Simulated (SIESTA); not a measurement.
Crystal: ZrN.

```xyz
2
Lattice="0.0000 2.3000 2.3000 2.3000 0.0000 2.3000 2.3000 2.3000 0.0000" Properties=species:S:1:pos:R:3 pbc="T T T"
Zr    2.3000    2.3000    2.3000
N     0.0000    0.0000    0.0000
```

Program: SIESTA 5.4.2. Alike in all runs: task single point; no spin polarisation; cell as given; k mesh 10 × 10 × 10; smearing fermi-dirac 0.05 eV; grid cutoff 800 Ry; energy shift 0.003 Ry.

Q: Order these runs on this cell by their pressure, lowest first.
A. level WC; potentials or basis PseudoDojo 0.4 standard (PBEsol files), DZP (energy shift 0.003 Ry; two zetas on semicore shells)
B. level revPBE; potentials or basis PseudoDojo 0.4 standard (PBE files), DZP (energy shift 0.003 Ry; two zetas on semicore shells)
C. level LDA; potentials or basis PseudoDojo 0.4 standard (LDA files), DZP (energy shift 0.003 Ry; two zetas on semicore shells)
D. level BLYP; potentials or basis PseudoDojo 0.4 standard (PBE files), DZP (energy shift 0.003 Ry; two zetas on semicore shells)
E. level PW91; potentials or basis PseudoDojo 0.4 standard (PBE files), DZP (energy shift 0.003 Ry; two zetas on semicore shells)

A: C (-8.8 GPa), A (-3.2 GPa), E (2.8 GPa), B (5.1 GPa), D (11.7 GPa).

Caveats: the basis of atomic orbitals isn't converged, which shifts pressures, moduli and gaps; the potentials were made for another functional, which shifts forces and pressure (some runs).

Runs at the PBE level aren't shown here.
